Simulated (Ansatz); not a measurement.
# Lattice dynamics of SnO2 monolayer (2H), part 2 of 2

Task: relax SnO2 monolayer (2H), then find its harmonic phonons.

Ansatz 0.2.0; DFT PBE, scalar-relativistic, plane waves, PAW.

So far. Step 4 (Relaxing to small forces for the phonons): The largest force component left is 0.36 meV/Å, within the tolerances set. Step 5 (Modes at Γ): Before it was imposed, the acoustic sum rule was missed by 2.0e-4 eV/Å² and the charge sum rule by 0.0029 e. Small misses are needed for a sound result but don't prove that mesh and cutoff are converged. The lowest optical mode is imaginary, 74.8i cm⁻¹, so the energy falls along it.

## 6. The dispersion

Stability and thermal properties need the whole zone. Linear response on a 6×6×1 q mesh gives force constants as far as a supercell of that size would, and the tensors from the zone-centre run are typed in so that the long-range dipole term is interpolated apart.

File input.yaml:

```yaml
crystal:
  lattice:
    - [3.1019443762, 0.0, 0.0]
    - [-1.5509721881, 2.6863626309, 0.0]
    - [0.0, 0.0, 28.7]
  atoms:
    - { symbol: Sn, position: [0.3333333333, 0.6666666667, 0.3484320557] }
    - { symbol: O, position: [0.6666666667, 0.3333333333, 0.3913020119] }
    - { symbol: O, position: [0.6666666667, 0.3333333333, 0.3055620995] }
  periodic: [true, true, false]
kpoints:
  mp_grid: { grid: [12, 12, 1] }
hamiltonian:
  xc: pbe
scf:
  occupations: { method: fixed }
output:
  eigenvalues: true
phonons:
  method: dfpt
  qmesh: [6, 6, 1]
  temperatures: { t_max: 1000, t_step: 50 }
  qpath:
    path:
      - [0.0, 0.0, 0.0]
      - [0.5, 0.0, 0.0]
      - [0.33333333, 0.33333333, 0.0]
      - [0.0, 0.0, 0.0]
    npoints: 10
  isolated: true
  non_analytic_term:
    high_frequency_dielectric_tensor: [[1.8303, 0.0, 0.0], [0.0, 1.8303, 0.0], [0.0, 0.0, 1.1202]]
    born_effective_charges:
      - { species: Sn, tensor: [[4.1734, 0.0, 0.0], [0.0, 4.1734, 0.0], [0.0, 0.0, 0.5505]] }
      - { species: O, tensor: [[-2.0867, 0.0, 0.0], [0.0, -2.0867, 0.0], [0.0, 0.0, -0.2752]] }
      - { species: O, tensor: [[-2.0867, 0.0, 0.0], [0.0, -2.0867, 0.0], [0.0, 0.0, -0.2752]] }
    source: "zone-centre run at this cell"
```

The run is started by

```console
$ ansatz run input.yaml --threads 4 --pin off --max-ram 14336MiB --backend cpu --events-out ev --progress --plain --runs-dir out
```

It took 8.4 min on 4 threads of Arm Neoverse V1, shared host; peak memory 1.7 GiB; 33 min of CPU time.

This step gave:

| Item | Value |
| --- | --- |
| sum-rule residual before enforcement | 3.44e-5 eV/Å² |
| lowest frequency on the path | -74.79 cm⁻¹ |
| highest frequency on the path or at a solved wavevector | 619 cm⁻¹ |
| lowest mode on the q mesh (acoustic modes at Γ apart) | -74.79 cm⁻¹ |

Frequencies (cm⁻¹) solved at each irreducible wavevector; negative means imaginary. Frequencies by wavevector, by row:

| q in reciprocal lattice units | star | mode 1 | mode 2 | mode 3 | mode 4 | mode 5 | mode 6 | mode 7 | mode 8 | mode 9 |
| --- | --- | --- | --- | --- | --- | --- | --- | --- | --- | --- |
| 0 0 0 | 1 | -74.8 | -74.8 | 0 | 0 | 0 | 323.6 | 323.6 | 512.9 | 619 |
| 0 0.1667 0 | 6 | 3.2 | 73.2 | 79.5 | 142.7 | 200.5 | 331.3 | 475.9 | 478.3 | 617.9 |
| 0 0.3333 0 | 6 | 35.4 | 131.2 | 157.5 | 255.5 | 322.6 | 343.8 | 430.3 | 468.1 | 616 |
| 0 -0.5 0 | 3 | 51.5 | 148.6 | 183.1 | 303.6 | 349 | 364.8 | 401.6 | 454.8 | 614.7 |
| 0.1667 0.1667 0 | 6 | 22.1 | 139.1 | 174.5 | 217.8 | 289.7 | 352.1 | 442.6 | 470.6 | 616.4 |
| 0.1667 0.3333 0 | 12 | 47.8 | 180.5 | 238.9 | 276.8 | 344.8 | 376.3 | 405.5 | 450.3 | 614.5 |
| 0.3333 0.3333 0 | 2 | 55.1 | 228.3 | 263.5 | 316.6 | 322.8 | 392.4 | 416.2 | 422.8 | 613.6 |

Interpolated from a 6×6×1 q mesh, with the LO-TO term (at Γ the limit along the path; where Γ stands inside the path, tables give the limit on arrival). Phonon branches along the path, in cm⁻¹:

| point | branch 1 | branch 2 | branch 3 | branch 4 | branch 5 | branch 6 | branch 7 | branch 8 | branch 9 |
| --- | --- | --- | --- | --- | --- | --- | --- | --- | --- |
| Γ | -75 | -75 | 0 | 0 | 0 | 324 | 324 | 513 | 619 |
| halfway | 19 | 110 | 125 | 204 | 272 | 338 | 454 | 478 | 617 |
| M | 52 | 149 | 183 | 304 | 349 | 365 | 402 | 455 | 615 |
| halfway | 51 | 186 | 247 | 286 | 353 | 381 | 398 | 445 | 614 |
| K | 55 | 228 | 264 | 317 | 323 | 392 | 416 | 423 | 614 |
| halfway | 22 | 139 | 174 | 218 | 290 | 352 | 443 | 471 | 616 |
| Γ | -75 | -75 | 0 | 0 | 0 | 324 | 324 | 513 | 619 |

Tetrahedra on a 24×24×1 mesh, mean over bins of 10 cm-1. Interpolated from a 6×6×1 q mesh. Phonon density of states against wavenumber; read off at these points:

| wavenumber (cm⁻¹) | phonon density of states (1/cm⁻¹/cell) |
| --- | --- |
| -75 | 4.6e-4 |
| -45 | 9.3e-4 |
| -5 | 0.00574 |
| 25 | 0.0117 |
| 45 | 0.0332 |
| 55 | 0.0225 |
| 95 | 0.00676 |
| 125 | 0.0110 |
| 155 | 0.0184 |
| 195 | 0.0156 |
| 225 | 0.0120 |
| 255 | 0.0126 |
| 295 | 0.0143 |
| 325 | 0.0151 |
| 345 | 0.0366 |
| 355 | 0.0314 |
| 395 | 0.0178 |
| 405 | 0.0275 |
| 425 | 0.0118 |
| 455 | 0.0342 |
| 495 | 0.00311 |
| 525 | 0 |
| 555 | 0 |
| 595 | 0 |
| 615 | 0.1 |
| 625 | 0 |

The partial phonon density of states has structure finer than the step of the table below, so its rows give means over 20 cm⁻¹, whole bins alone (the curve runs from -84.8 to 648 cm⁻¹). Peaks (cm⁻¹: height): O 348.1: 0.0325, 403.4: 0.0244, 454.1: 0.0367, 615.3: 0.0727; Sn 48.8: 0.0313, 150.1: 0.0127, 269.9: 0.0142.

Phonopy on the run's constants, 21x21x1 mesh, Gaussian sigma 5.2 cm-1. Interpolated from a 6×6×1 q mesh. Table of partial phonon density of states by wavenumber; means over each step; values in 1/cm⁻¹/cell:

| wavenumber (cm⁻¹) | O | Sn |
| --- | --- | --- |
| -60 | 8.8e-4 | 4.8e-6 |
| -40 | 0.00131 | 2.0e-5 |
| -20 | 0.00103 | 0.00233 |
| 0 | 0.00118 | 0.00506 |
| 20 | 0.00143 | 0.00858 |
| 40 | 0.00328 | 0.0210 |
| 60 | 0.00154 | 0.0118 |
| 80 | 0.00322 | 0.00304 |
| 100 | 0.00265 | 0.00385 |
| 120 | 0.00410 | 0.00586 |
| 140 | 0.00574 | 0.0105 |
| 160 | 0.00678 | 0.0104 |
| 180 | 0.00914 | 0.00823 |
| 200 | 0.00886 | 0.00704 |
| 220 | 0.00627 | 0.00560 |
| 240 | 0.00654 | 0.00472 |
| 260 | 0.00640 | 0.00964 |
| 280 | 0.00607 | 0.0117 |
| 300 | 0.00591 | 0.00601 |
| 320 | 0.0106 | 0.00114 |
| 340 | 0.0296 | 0.00295 |
| 360 | 0.0228 | 0.00182 |
| 380 | 0.00986 | 6.7e-4 |
| 400 | 0.0207 | 6.1e-4 |
| 420 | 0.0131 | 5.3e-4 |
| 440 | 0.0198 | 0.00121 |
| 460 | 0.0247 | 0.00203 |
| 480 | 0.0118 | 0.00218 |
| 500 | 0.00442 | 9.7e-4 |
| 520 | 3.8e-4 | 9.8e-5 |
| 540 | 0 | 0 |
| 560 | 0 | 0 |
| 580 | 6.0e-7 | 0 |
| 600 | 0.00836 | 8.1e-5 |
| 620 | 0.0407 | 3.5e-4 |

Symmetry leaves 7 wavevectors to solve. The lowest mode among them, the acoustic zeros apart, lies at Γ and is imaginary, 74.8i cm⁻¹, so the energy falls along it.

## 7. Isotope substitution, element O, natural mass 15.999 amu

An isotope changes the mass and not the force constants, so no new electronic calculation is needed; the shifts show which modes move this element.

The same force constants with the mass of O changed from 15.999 to 17.999 u (phonopy, no LO-TO term). Both lists are sorted by frequency; levels can cross, so a row need not hold one and the same mode. Modes under 3 cm⁻¹ are left out. Isotope shifts, by row:

| q | rank | natural mass (cm⁻¹) | changed mass (cm⁻¹) |
| --- | --- | --- | --- |
| 0 0 0 | 1 | -74.79 | -70.51 |
| 0 0 0 | 2 | -74.79 | -70.51 |
| 0 0 0 | 6 | 323.6 | 309.1 |
| 0 0 0 | 7 | 323.6 | 309.1 |
| 0 0 0 | 8 | 512.9 | 489.9 |
| 0 0 0 | 9 | 619 | 583.5 |
| 0 0.1667 0 | 1 | 3.26 | 3.22 |
| 0 0.1667 0 | 2 | 73.2 | 69.02 |
| 0 0.1667 0 | 3 | 79.53 | 78.65 |
| 0 0.1667 0 | 4 | 142.7 | 141 |
| 0 0.1667 0 | 5 | 200.5 | 189.3 |
| 0 0.1667 0 | 6 | 331.3 | 315.8 |
| 0 0.1667 0 | 7 | 476 | 454.1 |
| 0 0.1667 0 | 8 | 478.3 | 455.3 |
| 0 0.1667 0 | 9 | 617.9 | 582.6 |
| 0 0.3333 0 | 1 | 35.42 | 35.2 |
| 0 0.3333 0 | 2 | 131.2 | 130.2 |
| 0 0.3333 0 | 3 | 157.5 | 148.5 |
| 0 0.3333 0 | 4 | 255.5 | 253.5 |
| 0 0.3333 0 | 5 | 322.6 | 304.8 |
| 0 0.3333 0 | 6 | 343.8 | 326.6 |
| 0 0.3333 0 | 7 | 430.3 | 407.2 |
| 0 0.3333 0 | 8 | 468.1 | 444.4 |
| 0 0.3333 0 | 9 | 616 | 581.1 |
| 0 -0.5 0 | 1 | 51.55 | 51.4 |
| 0 -0.5 0 | 2 | 148.6 | 147.6 |
| 0 -0.5 0 | 3 | 183.1 | 172.6 |
| 0 -0.5 0 | 4 | 303.6 | 303.4 |
| 0 -0.5 0 | 5 | 349 | 331.1 |
| 0 -0.5 0 | 6 | 364.8 | 344.4 |
| 0 -0.5 0 | 7 | 401.6 | 379.2 |
| 0 -0.5 0 | 8 | 454.8 | 428.8 |
| 0 -0.5 0 | 9 | 614.7 | 580 |

A mode of this element alone would shift by -5.72 %. The highest zone-centre frequency without the field goes from 619.0 to 583.5 cm⁻¹ (-5.7 %).

## 8. Isotope substitution, element Sn, natural mass 118.71 amu

The same for Sn, from 118.71 to 123.91 u.

A mode of this element alone would shift by -2.12 %. The highest zone-centre frequency without the field goes from 619.0 to 619.0 cm⁻¹ (+0.0 %).

## 9. What came out

```json
{
 "space group after relaxation (within 0.01 Å)": "P-6m2",
 "area per atom": "2.78 Å²",
 "gap on the k-mesh": "0.651 eV",
 "highest optical mode at the zone centre (no LO-TO term)": "619 cm⁻¹",
 "lowest optical zone-centre mode": "-74.8 cm⁻¹",
 "largest Born charge (third of the trace)": "2.97 e",
 "lowest mode on the q mesh (acoustic modes at Γ apart)": "-74.8 cm⁻¹",
 "highest frequency on the path or at a solved wavevector": "619 cm⁻¹",
 "imaginary modes on the 6×6×1 q mesh": "yes"
}
```

In words: Modes are clearly imaginary (beyond 10i cm⁻¹) at 1 of the 7 irreducible wavevectors, most at Γ (74.8i cm⁻¹), so this structure is not a minimum of the energy. Without the field, the optical modes at Γ span -75 to 619 cm⁻¹ (negative means imaginary). The highest mode in this list at Γ, 619.0 cm⁻¹, is mostly motion of O (100 % of the kinetic energy). Among the real modes, the strongest infrared line is at 324 cm⁻¹. Averaged over orientations, the strongest Raman line at 532 nm and 300 K is at 619 cm⁻¹. The tensors are the static, non-resonant ones, while 532 nm light (2.33 eV) lies above the computed gap. In a sheet or slab the interpolated bending branch near Γ is rough, since the rotational sum rule isn't imposed. Dielectric tensors refer to the cell with its vacuum. Spin-orbit coupling is left out, which can matter for the heavy elements here. The starting cell was built on a prototype and not taken from a measurement. These are harmonic frequencies at zero temperature: anharmonic shifts, linewidths and thermal expansion are left out.

[Logs are printed without paths, hosts, clocks, repeated set-up lines and the standing remarks that a program may print on its own settings, such as how far it seeks lower states.]

[Hosts, paths, dates, database ids (printed as entryN), source tags and the programs' standing remarks are cut or masked in the printed files.]
